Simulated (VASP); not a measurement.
# GaN: relaxation of the atoms, by relaxation method

GaN, slab, 10 atoms in the cell. PBE, relaxation of the atoms; PAW potentials N, Ga_d (PBE set).

| Relaxation method | Ionic steps | Electronic steps | Largest force left (eV/Å) | Energy gained (eV/atom) | Time (s) |
|---|---|---|---|---|---|
| conjugate gradient, POTIM 0.5 | 30 | 288 | 0.0194 | -0.0501 | 525 |
| quasi-Newton, POTIM 0.5 | 14 | 162 | 0.0196 | -0.0500 | 267 |
| damped dynamics, POTIM 0.2, SMASS 0.4 | 24 | 257 | 0.0180 | -0.0501 | 476 |

## Input of the first row

INCAR:
```
PREC = Normal ; ENCUT = 500
EDIFF = 1E-6 ; ISMEAR = 1
SIGMA = 0.1 ; LREAL = False
LASPH = True ; NELM = 100
ALGO = Normal ; LWAVE = False
LCHARG = False ; IBRION = 2
NSW = 150 ; ISIF = 2
EDIFFG = -0.02 ; POTIM = 0.5
KPAR = 8
```

KPOINTS:
```
k-points
0
Gamma
  8 8 1
```

POSCAR:
```
GaN
1.0
    3.1869311219      0.0000000000      0.0000000000
   -1.5934655610      2.7599633117      0.0000000000
    0.0000000000      0.0000000000     26.0590030501
N Ga
5 5
Selective dynamics
Direct
    0.0000000000      0.0000000000      0.2878080000  F F F
    0.3333330000      0.6666670000      0.3876630000  F F F
    0.6666670000      0.3333330000      0.4875180000  F F F
    0.0067510000      0.0007130000      0.5888270000  T T T
    0.3152790000      0.6625770000      0.6859460000  T T T
    0.3333330000      0.6666670000      0.3127720000  F F F
    0.6666670000      0.3333330000      0.4126270000  F F F
    0.0102510000      0.0324840000      0.5151580000  T T T
    0.2506850000      0.6192480000      0.6118720000  T T T
    0.6601700000      0.3386960000      0.7127690000  T T T
```

Commands:
```
cat potpaw_PBE.64/N/POTCAR potpaw_PBE.64/Ga_d/POTCAR > POTCAR
mpirun -np 8 vasp_std > vasp.out
```

Changes of the last row against the first:
```
- IBRION = 2
- POTIM = 0.5
+ IBRION = 3
+ POTIM = 0.2
+ SMASS = 0.4
```

VASP 6.6.1 took 525 s on 8 cores (Intel Xeon 6975P-C (Granite Rapids)), a shared host.
